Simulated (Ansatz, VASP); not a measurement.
BaTiO3 in VASP and in Ansatz

```
CELL_PARAMETERS angstrom
3.99980 0.00000 0.00000
0.00000 3.99980 0.00000
0.00000 0.00000 4.09836
ATOMIC_POSITIONS crystal
Ba 0.00000 0.00000 0.00000
Ti 0.50000 0.50000 0.48200
O 0.50000 0.50000 0.01600
O 0.50000 0.00000 0.51500
O 0.00000 0.50000 0.51500
```

Change from the starting cell: zz strain of +2 %.

Alike in both runs: task single point; functional PBEsol; k mesh 7 × 7 × 7; occupations fermi-dirac, width 0.08 eV; no spin polarisation.

|  | VASP | Ansatz |
| --- | --- | --- |
| version | VASP 6.6.1 | Ansatz 0.2.0 |
| potentials or method | VASP PAW PBE potentials, release 64 (Ba_sv, Ti_sv, O), cutoff 520 eV | all-electron LAPW, scalar-relativistic |

Ansatz gave:

```
pressure (GPa)                                  : -6.6
largest component of the traceless stress (GPa) : 1.32
rms of the force components (eV/Å)              : 0.208
```

**Question.** Estimate VASP's values.

**Answer.** Pressure (GPa): -5.0; largest component of the traceless stress (GPa): 1.34; rms of the force components (eV/Å): 0.197.

Atom by atom the forces differ by 0.014 eV/Å (rms over components). Ansatz ran all-electron here, so the differences hold the error of VASP's frozen core and of both bases.

Caveats: the PAW data sets were made with another functional, which shifts forces and pressure a little (VASP). A k mesh can miss the band edges.
